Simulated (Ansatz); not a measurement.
Computed with Ansatz on PBE0-D4/def2-TZVP structures; ΔE is electronic, products minus reactants. CBS: MP2 limit from def2 TZ/QZ plus the TZ coupled-cluster correction, frozen cores. Functionals use def2-TZVPP. B3LYP here is the variant with VWN-RPA as its local correlation; programs differ in this. Each species was taken in one conformer, which may not be the lowest.

Consider the substitution at a C–C bond: `C=CCCCCC` + silanol → `CCCO[SiH3]` + `C=CCC`.

```json
{"level": "r2SCAN-D4", "ΔE (kcal/mol)": "8.1"}
{"level": "PBE0-D4", "ΔE (kcal/mol)": "8.8"}
{"level": "B3LYP-D4", "ΔE (kcal/mol)": "7.3"}
{"level": "PBE", "ΔE (kcal/mol)": "6.7"}
{"level": "B3LYP", "ΔE (kcal/mol)": "5.0"}
{"level": "MP2/def2-TZVPP", "ΔE (kcal/mol)": "11.2"}
{"level": "MP2/def2-QZVPP", "ΔE (kcal/mol)": "11.4"}
{"level": "HF/CBS(def2)", "ΔE (kcal/mol)": "3.7"}
```

Task: What does CCSD(T)/CBS give? (An estimate is asked.)

Result: Ansatz gave: +9.9 kcal/mol. The listed levels differ from it by -1.8, -1.1, -2.6, -3.2, -4.9, 1.3, 1.5, -6.2 kcal/mol.

Largest T1 diagnostic among the species: 0.011.

The D4 term adds +2.3 kcal/mol with B3LYP and +1.4 kcal/mol with PBE0; it sums over pairs of atoms, weighted by their polarisabilities, and B3LYP, whose exchange is more repulsive, gets the larger term. In def2-TZVPP, CCSD(T) changes the Hartree–Fock value by +5.6 kcal/mol (the triples alone add +0.5 kcal/mol) and MP2 by +7.4 kcal/mol.

CCSD(T)/CBS has its own doubt, a few kJ/mol and more with outer-core shells, so smaller differences from it don't rank the levels.
